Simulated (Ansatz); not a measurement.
# CsCl (CsCl type): frozen-phonon scan

Relaxed CsCl (CsCl type):

```xyz
2
Lattice="4.2053 0.0000 0.0000 0.0000 4.2053 0.0000 0.0000 0.0000 4.2053" Properties=species:S:1:pos:R:3 pbc="T T T"
Cs     0.0000     0.0000     0.0000
Cl     2.1026     2.1026     2.1026
```

A phonon eigenvector at Γ is frozen into this cell: atom i moves by Q times the vector below, so Q is the largest atomic displacement, in Å. The cell is held. It is one choice among 3 degenerate patterns.

```
atom      x      y       z
----  -----  -----  ------
Cs1   0.000  0.000   0.267
Cl2   0.000  0.000  -1.000
```

The numbers are results of PBE (plane waves to 420 eV, PAW, scalar-relativistic; Ansatz, an electronic-structure program), not measurements. k mesh 8×8×8 (Γ-centred), Fermi-Dirac smearing 0.05 eV. Energies are smeared free energies. Compression counts positive. CsCl was relaxed with its symmetry unable to fall. The zero of ΔE is the undisplaced structure.

```
Q (Å)   ΔE (meV/cell)  P (GPa)  −dE/dQ from forces (eV/Å)
------  -------------  -------  -------------------------
-0.280           36.8     0.53                      0.272
-0.233           25.3     0.37                      0.222
-0.187           16.1     0.24                      0.175
-0.140            9.0     0.14                      0.129
-0.093            4.0     0.07                      0.085
-0.047            1.0     0.02                      0.042
0.000             0.0     0.01                      0.000
0.047             1.0     0.02                     -0.042
0.093             4.0     0.07                     -0.085
0.140             9.0     0.14                     -0.129
0.187            16.1     0.24                     -0.175
0.233            25.3     0.37                     -0.222
0.280            36.8     0.53                     -0.272
```

Derived quantities:

```
Property                                                                                                              Value
-----------------------------------------------------------  --------------------------------------------------------------
Energy at Q = 0.280 Å                                                                                         36.8 meV/cell
Space group of the distorted cell                                                         P4mm (No. 99), lowered from Pm-3m
Symmetry of the curve                                                                         even: the same for both signs
Shape of the curve                                           a single well with its minimum at or next to zero displacement
Harmonic wavenumber from the curvature (finite differences)                                                         74 cm⁻¹
Wavenumber by perturbation theory (DFPT, on another k mesh)                                                         74 cm⁻¹
```

The 13 points together took very roughly 70 core-seconds.

(For displaced atoms, the force is minus the slope of the energy, and its curvature is a force constant, which sets phonon frequencies.)
